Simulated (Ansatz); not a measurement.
The system is NaCl.

```
Cl Na
1.0
     0.00000    2.79406    2.79406
     2.79406    0.00000    2.79406
     2.79406    2.79406    0.00000
Cl Na
1 1
Direct
  0.50000 0.50000 0.50000
  0.00000 0.00000 0.00000
```

The cell is a database's computed one.

Base run:

| Quantity | Value |
| --- | --- |
| Program | Ansatz 0.2.0 |
| Functional | PBE |
| Potentials or basis | all-electron PAW datasets made for the crystal |
| Cutoff | 180 eV |
| Density cutoff | 720 eV |
| k mesh | 6 × 6 × 6 |
| Occupations | fermi-dirac, width 0.05 eV |
| Spin | no spin polarisation |

Its results: band gap on the k mesh 5.22 eV, direct.

Task: After a change of settings the same cell gave: band gap on the k mesh 7.32 eV, direct. Which change was it?
A. functional from PBE to HSE06; cutoff from 180 eV to 200 eV; density cutoff from 720 eV to 800 eV
B. potentials or basis from all-electron PAW datasets made for the crystal to all-electron LAPW, scalar-relativistic; cutoff from 180 eV to 141 eV; density cutoff from 720 eV to 566 eV; occupations from fermi-dirac, width 0.05 eV to fermi-dirac, width 0.02 eV
C. functional from PBE to PBEsol; k mesh from 6 × 6 × 6 to 8 × 8 × 8
D. functional from PBE to PBE0; cutoff from 180 eV to 200 eV; density cutoff from 720 eV to 800 eV

Result: D.

PBE0 gives the wider gap, since exact exchange removes part of the self-interaction.

Not every run made on this cell is shown here.
